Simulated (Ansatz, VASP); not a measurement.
# Cross-check of In2O3 between VASP and Ansatz, part 2 of 2

Wanted: the spread between two codes on one cell, functional and k mesh. The cell is taken from a series of runs on this material, whose earlier steps may have relaxed, scaled, displaced or heated it; both programs get it as it stands.

VASP 6.6.1 and Ansatz 0.2.0.

So far: Set-up; VASP: single point, HSE06.

### 3. Ansatz: single point, HSE06

Level of this step: Ansatz beside VASP: Kohn-Sham DFT, plane waves, HSE06 (Ansatz).

Ansatz runs on its PAW soft_1 files.

The same cell, functional and mesh now go to Ansatz, which takes its cutoff from its data sets.

The input, input.yaml:

```yaml
crystal:
  lattice:
    - [2.7846525, 1.5839604635, 4.8366666667]
    - [-2.7846525, 1.5839604635, 4.8366666667]
    - [0.0, -3.167920927, 4.8366666667]
  atoms:
    - { symbol: In, position: [0.3561307476, 0.3573184388, 0.3583730338] }
    - { symbol: In, position: [0.1426815612, 0.1438692524, 0.1416269662] }
    - { symbol: In, position: [0.6438692524, 0.6426815612, 0.6416269662] }
    - { symbol: In, position: [0.8573184388, 0.8561307476, 0.8583730338] }
    - { symbol: O, position: [0.545059041, 0.954940959, 0.25] }
    - { symbol: O, position: [0.2497105871, 0.5461819044, 0.953422816] }
    - { symbol: O, position: [0.9538180956, 0.2502894129, 0.546577184] }
    - { symbol: O, position: [0.454940959, 0.045059041, 0.75] }
    - { symbol: O, position: [0.7502894129, 0.4538180956, 0.046577184] }
    - { symbol: O, position: [0.0461819044, 0.7497105871, 0.453422816] }
kpoints:
  mp_grid: { grid: [4, 4, 4] }
  band_path:
    path:
      - [0.0, 0.0, 0.0]
      - [0.5, 0.5, 0.5]
      - [0.76183349, 0.23816651, 0.5]
      - [0.5, -0.23816651, 0.23816651]
      - [0.5, 0.0, 0.0]
      - [0.36908326, -0.36908326, 0.0]
      - [0.63091674, 0.0, 0.36908326]
      - [0.5, 0.0, 0.5]
      - [0.3, 0.0, 0.0]
    npoints: 1
hamiltonian:
  xc: hse06
  pseudopotentials: { kind: paw, azcp: { folder: soft_1 } }
scf:
  occupations: { method: fixed }
  n_extra_bands: 7
output:
  eigenvalues: true
```

On the command line:

```bash
> ansatz run input.yaml --threads 4 --pin off --max-ram 138240MiB --backend cuda --events-out ev --progress --plain --runs-dir out --devices 1 --max-vram 26GiB
```

Numbers of over 12 decimals in the logs are rounded to 6 here.

The program printed:

```text
scf.n_extra_bands = 7 over 44 filled bands (N_el = 88.0): the run solves 51 bands
GPUs: using 1 of 1 available (devices: 1).
Engine: ansatz 0.2.0, x86_64-unknown-linux-gnu
Pseudopotentials: kind: paw
Pseudopotential: In, paw, valence charge 13, recommended cutoff 420 eV (normal), soft_1/In.paw.azcp
Pseudopotential: O, paw, valence charge 6, recommended cutoff 420 eV (normal), soft_1/O.paw.azcp
Functional definition: HSE06
  parameter a = 0.25
  parameter omega = 0.11/bohr
  exchange = pbe_x - a*pbe_x_sr(omega) + a*exact_x_sr(omega)
  correlation = pbe_c
davidson cushion auto → on  (no smearing: the cushion is to keep the highest requested band from converging to the state above it; pin scf.eigensolver.cushion to override)
device memory: the entry about to start is reckoned to put 2.2 GiB on a device that reports 71.9 GiB free (of which the cap on the GPU budget leaves the run 26.0 GiB)
GPU FFT provider: cuFFT
GPU libraries: cuBLAS 13.8.2, cuFFT 12.4.0, cuSOLVER 12.3.4
Crystal: 10 atoms, lattice volume = 128.001 Å³
Basis set: ecut = 420 eV, 2505 PW (Γ)
Bands: 51, of which v1, the nominal top of the filled ones, is band 44 counted from 1 (43 counted from 0)
Symmetry: 4 space group operations
Space group: C2/c (ITA 15), of the structure as read, at distance tolerance 5.0e-5 Å
k-points: 24 of 64
Non-local potential: In, projectors of the file, l = 0: 2, l = 1: 2, l = 2: 2, l = 3: 1
Non-local potential: O, projectors of the file, l = 0: 2, l = 1: 2, l = 2: 1
PAW form: soft (Blöchl's): semilocal exchange-correlation on the pseudo side does not see the compensation charge
PAW frozen core: In, regenerated for the run's functional, and the local potential with it (the file was generated under x = pbe(κ = 0.804, μ = 0.219515), c = pbe(β = 0.066725))
PAW frozen core: O, regenerated for the run's functional, and the local potential with it (the file was generated under x = pbe(κ = 0.804, μ = 0.219515), c = pbe(β = 0.066725))
PAW one-centre angular grid: In, 590 points (default); XC on 64 Gauss nodes
PAW one-centre angular grid: O, 110 points (default); XC on 96 Gauss nodes
Initial density: superposition of atomic densities (chi_scale 0.1, normalization cell, long waves kept (reshape's long-wave potential 0.00 eV rms))
Initial wavefunctions: pseudopotential atomic-orbital guess
GPU buffer pool allocated for 64000 grid points (all kernels)
GPU transforms: local potential and band sums: pruned to the plane-wave sphere, on 40×40×40
Functional: x = pbe(κ = 0.804, μ = 0.219515), c = pbe(β = 0.066725), warm-up for x = pbe(κ = 0.804, μ = 0.219515) + 0.25 (exact − pbe) at short range (hse, ω = 0.207870 Å⁻¹), c = pbe(β = 0.066725); HSE06 as pw.x's `hse` composes it (authors' and Libxc's form: `xc: wpbeh`)
SCF iter   1: F=—  HF=-25797.578748 eV  |F-HF|=—  |Δ(HF+E_count)|=         —  Δρ=6.86e-2  dr2=4.20e0  ethr=1.00e-1  ⟨swp⟩=4.0  Hψ=3731  notcnv=0
preconditioner: auto → none  [insulator: Δε(μ)=1.355 eV  Ē_g=15.784 eV  n_scr=32 (ndim 8)  ℏωp=30.8 eV  f_vac=0.000]
iter 2 solved again at ethr=3.87e-4 eV; its pass at ethr=4.77e-3 eV (dr2=3.41e-1 eV) is discarded
SCF iter   2: F=—  HF=-25796.735282 eV  |F-HF|=—  |Δ(HF+E_count)|=   8.43e-1  Δρ=2.47e-2  dr2=3.41e-1  ethr=3.87e-4  ⟨swp⟩=3.2  Hψ=6334  notcnv=0
SCF iter   3: F=—  HF=-25796.734841 eV  |F-HF|=—  |Δ(HF+E_count)|=   4.41e-4  Δρ=9.05e-3  dr2=1.11e-1  ethr=3.87e-4  ⟨swp⟩=3.0  Hψ=3097  notcnv=0
SCF iter   4: F=—  HF=-25796.728461 eV  |F-HF|=—  |Δ(HF+E_count)|=   6.38e-3  Δρ=6.12e-3  dr2=3.29e-2  ethr=1.26e-4  ⟨swp⟩=3.3  Hψ=3407  notcnv=0  defer=1
SCF iter   5: F=—  HF=-25796.720588 eV  |F-HF|=—  |Δ(HF+E_count)|=   7.87e-3  Δρ=7.26e-4  dr2=4.92e-4  ethr=3.74e-5  ⟨swp⟩=3.0  Hψ=3051  notcnv=0
SCF iter   6: F=-25796.720654 eV  HF=-25796.720698 eV  |F-HF|=4.42e-5  |Δ(HF+E_count)|=   1.10e-4  Δρ=4.34e-4  dr2=1.40e-4  ethr=5.59e-7  ⟨swp⟩=4.1  Hψ=4035  notcnv=0
SCF 1 stopped early in 6 iterations: F = -25796.720654 eV  dr2 = 1.40e-4
  greatest PAW one-centre occupation: 0.989 electrons in one spin orbital (limit 2), on the In atom at site 2 (counted from 0), in its partial waves of l = 2
device memory: the entry about to start is reckoned to put 2.6 GiB (of the 2.8 GiB reckoned in all, the device holds 0.2 GiB already) on a device that reports 71.7 GiB free (of which the cap on the GPU budget leaves the run 25.8 GiB)
GPU FFT provider: cuFFT
GPU libraries: cuBLAS 13.8.2, cuFFT 12.4.0, cuSOLVER 12.3.4
Initial density: handed on by an earlier stage of this run
Initial wavefunctions: those handed on with the density
GPU buffer pool allocated for 64000 grid points (all kernels)
GPU transforms: local potential and band sums: pruned to the plane-wave sphere, on 40×40×40
Functional: x = pbe(κ = 0.804, μ = 0.219515) + 0.25 (exact − pbe) at short range (hse, ω = 0.207870 Å⁻¹), c = pbe(β = 0.066725); HSE06 as pw.x's `hse` composes it (authors' and Libxc's form: `xc: wpbeh`)
Exchange kernel: α = 0.2500, screened, ω = 0.2079 Å⁻¹, Wigner–Seitz truncation, v(0) = 1046.2304 eV·Å³, q-mesh 4×4×4, nearest image of the exchange supercell L = 22.03 Å, pair-density grid 24×24×24, without the augmentation charges, whose exchange is taken in its separable form by FFT convolution over the k-point mesh (sized by the pseudopotential files, 32×32×36 at the most), smooth part of the exact exchange by density-matrix convolution in up to 3.79 GiB of GPU memory as planned if the GPU has room (build and FFT work areas not counted)
Frozen-core exchange: fock
SCF iter   1: F=—  HF=-25811.256595 eV  |F-HF|=—  |Δ(HF+E_count)|=         —  Δρ=9.88e-3  dr2=1.06e-1  ethr=1.59e-6  ⟨swp⟩=8.0  Hψ=7142  notcnv=0
preconditioner: auto → none  [insulator: Δε(μ)=2.663 eV  Ē_g=17.758 eV  n_scr=32 (ndim 8)  ℏωp=30.8 eV  f_vac=0.020]
SCF iter   2: F=—  HF=-25811.226055 eV  |F-HF|=—  |Δ(HF+E_count)|=   3.05e-2  Δρ=2.69e-3  dr2=1.02e-2  ethr=1.59e-6  ⟨swp⟩=4.8  Hψ=4605  notcnv=0
SCF iter   3: F=—  HF=-25811.271021 eV  |F-HF|=—  |Δ(HF+E_count)|=   4.50e-2  Δρ=1.85e-3  dr2=4.14e-3  ethr=1.59e-6  ⟨swp⟩=4.7  Hψ=5033  notcnv=0
SCF iter   4: F=—  HF=-25811.270799 eV  |F-HF|=—  |Δ(HF+E_count)|=   2.22e-4  Δρ=1.68e-3  dr2=3.72e-3  ethr=1.59e-6  ⟨swp⟩=4.2  Hψ=4301  notcnv=0
SCF iter   5: F=—  HF=-25811.269941 eV  |F-HF|=—  |Δ(HF+E_count)|=   8.58e-4  Δρ=2.17e-4  dr2=1.29e-4  ethr=1.59e-6  ⟨swp⟩=3.4  Hψ=3247  notcnv=0
SCF iter   6: F=-25811.270453 eV  HF=-25811.270477 eV  |F-HF|=2.35e-5  |Δ(HF+E_count)|=   5.36e-4  Δρ=1.64e-4  dr2=3.57e-5  ethr=6.28e-8  ⟨swp⟩=4.7  Hψ=4326  notcnv=0
SCF 2 stopped early in 6 iterations: F = -25811.270453 eV  dr2 = 3.57e-5
  greatest PAW one-centre occupation: 0.991 electrons in one spin orbital (limit 2), on the In atom at site 3 (counted from 0), in its partial waves of l = 2
hybrid outer 1: dexx = +5.098e-2 eV, tail = 1.60e-4 eV
GPU FFT provider: cuFFT
GPU libraries: cuBLAS 13.8.2, cuFFT 12.4.0, cuSOLVER 12.3.4
GPU buffer pool allocated for 64000 grid points (all kernels)
GPU transforms: local potential and band sums: pruned to the plane-wave sphere, on 40×40×40
Exchange kernel: α = 0.2500, screened, ω = 0.2079 Å⁻¹, Wigner–Seitz truncation, v(0) = 1046.2304 eV·Å³, q-mesh 4×4×4, nearest image of the exchange supercell L = 22.03 Å, pair-density grid 24×24×24, without the augmentation charges, whose exchange is taken in its separable form by FFT convolution over the k-point mesh (sized by the pseudopotential files, 32×32×36 at the most), smooth part of the exact exchange by density-matrix convolution in up to 3.79 GiB of GPU memory as planned if the GPU has room (build and FFT work areas not counted)
Frozen-core exchange: fock
SCF iter   1: F=—  HF=-25811.269177 eV  |F-HF|=—  |Δ(HF+E_count)|=         —  Δρ=8.38e-5  dr2=1.07e-5  ethr=9.09e-7  ⟨swp⟩=3.1  Hψ=2759  notcnv=0
preconditioner: auto → none  [insulator: Δε(μ)=2.690 eV  Ē_g=17.776 eV  n_scr=32 (ndim 8)  ℏωp=30.8 eV  f_vac=0.025]
iter 2 solved again at ethr=1.98e-10 eV; its pass at ethr=8.98e-9 eV (dr2=1.74e-7 eV) is discarded
SCF iter   2: F=—  HF=-25811.269178 eV  |F-HF|=—  |Δ(HF+E_count)|=   1.02e-6  Δρ=1.85e-5  dr2=6.11e-7  ethr=1.98e-10  ⟨swp⟩=3.0  Hψ=7215  notcnv=0
SCF iter   3: F=—  HF=-25811.269181 eV  |F-HF|=—  |Δ(HF+E_count)|=   2.93e-6  Δρ=2.29e-5  dr2=5.53e-7  ethr=1.98e-10  ⟨swp⟩=6.6  Hψ=5127  notcnv=0  defer=15
SCF iter   4: F=-25811.269181 eV  HF=-25811.269181 eV  |F-HF|=7.60e-9  |Δ(HF+E_count)|=   1.48e-7  Δρ=3.90e-6  dr2=2.16e-8  ethr=1.98e-10  ⟨swp⟩=3.4  Hψ=3466  notcnv=0  defer=1
SCF 3 converged in 4 iterations: F = -25811.269181 eV  dr2 = 2.16e-8
hybrid outer 2: dexx = +2.959e-6 eV, tail = 7.24e-8 eV, Δε = 4.61e-3 eV (about 1.38e-4 eV left of the loop's levels)
device memory: the entry about to start is reckoned to put 1.0 GiB on a device that reports 71.9 GiB free (of which the cap on the GPU budget leaves the run 26.0 GiB)
NSCF: frozen V_eff on 9 k-points
hybrid SCF converged: 2 outer / 10 inner (+6 warm-up), last move |dexx| = 2.96e-6 eV, tail = 7.24e-8 eV
Stability not checked: this state was not tested for a lower state beside it, because the functional holds exact exchange (a hybrid, or Hartree-Fock), whose exchange loop this test does not read (fock_operator; see scf.lower_state_search)
Free energy (F): -25811.269181 eV
Frozen-core exchange: fock
Harris-Foulkes:  -25811.269181 eV  (|F-HF|=7.60e-9)
Internal energy: -25811.269181 eV  (E = F + TS)
E sigma→0 (E₀):  -25811.269181 eV
Fermi energy:    7.686591 eV
--- Per-component energies (eV) ---
  E_band       = -139.632765
  E_kinetic    = 1900.400281
  E_local      = -5640.676754  (includes V_loc(G=0)·N_el)
  E_nonlocal   = 1622.172362
  E_hartree    = 2225.007226
  E_xc         = -794.952837
  E_vxc        = -715.544947  (∫ρ·V_xc dr)
  E_exx        = -247.192778  (= α·E_x^exact, valence–valence)
  E_paw        = -17804.076246  (= ΣΔE_a)
  E_vpaw       = -1261.618975  (= ΣTr[D̂ρ^β])
  E_aug_tail   = 0.004845  (compensation charges beyond the density's cutoff)
  E_ewald      = -7073.840231
  E_core_change = 1.884951  (= ΣΔE_core)
  E_smearing   = -0.000000  (= −TS)
  E_closure    = 0.000000  (closes the sum)
  Σ components = -25811.269181   (vs F -25811.269181, Δ=0.00e0)
--- Band table (eV; the first three rows and the last of 24) ---
  k-point 0: bands = [... 40 lower, 7.4329, 7.4423, 7.6484, 7.6866, 10.3750, 14.8419, 15.7265, 16.7177, ... 3 higher]
  k-point 1: bands = [... 40 lower, 7.2812, 7.3047, 7.5062, 7.6719, 11.9285, 15.4344, 15.4402, 16.0832, ... 3 higher]
  k-point 2: bands = [... 40 lower, 6.9820, 6.9820, 7.6163, 7.6163, 14.2327, 14.2327, 15.3076, 15.3076, ... 3 higher]
  k-point 23: bands = [... 40 lower, 7.4714, 7.4714, 7.5174, 7.5174, 13.6137, 13.6137, 16.7252, 16.7252, ... 3 higher]
```

### 4. Side by side

Known differences besides the potentials themselves: exact exchange at q = 0 is treated differently, which shows on coarse meshes; VASP keeps PBE cores, Ansatz makes them for the functional; fixed occupations in Ansatz, narrow Gaussian smearing in VASP; the cutoff is 420 eV in Ansatz and 520 eV in VASP; VASP takes a coarser grid for exact exchange (PRECFOCK = Fast). Total energies have different zeros and are not compared.

The two programs side by side:

| quantity | Ansatz | VASP | difference |
| --- | --- | --- | --- |
| gap on the k mesh (eV) | 2.688 | 2.679 | +0.010 |

A gap on the mesh is an upper bound, since the band edges may lie between its points.

### 5. Results

```
difference in gap on the k mesh (single point, HSE06) : 0.0096 eV
```

In words: The difference in gap on the k mesh is 0.0096 eV (single point, HSE06), within the 0.08 eV picked in this series as the mark of a large difference. Such differences can come from data sets, numerical settings and the points named under the comparisons, not from the functional's error against experiment.

[Lines on the potential files, build, host, timing and source positions are cut from VASP's logs without a mark.]

[Logs are printed without paths, hosts, clocks, repeated set-up lines and the standing remarks that a program may print on its own settings, such as how far it seeks lower states.]

[Hosts, paths, dates, database ids (printed as entryN), source tags and the programs' standing remarks are cut or masked in the printed files.]
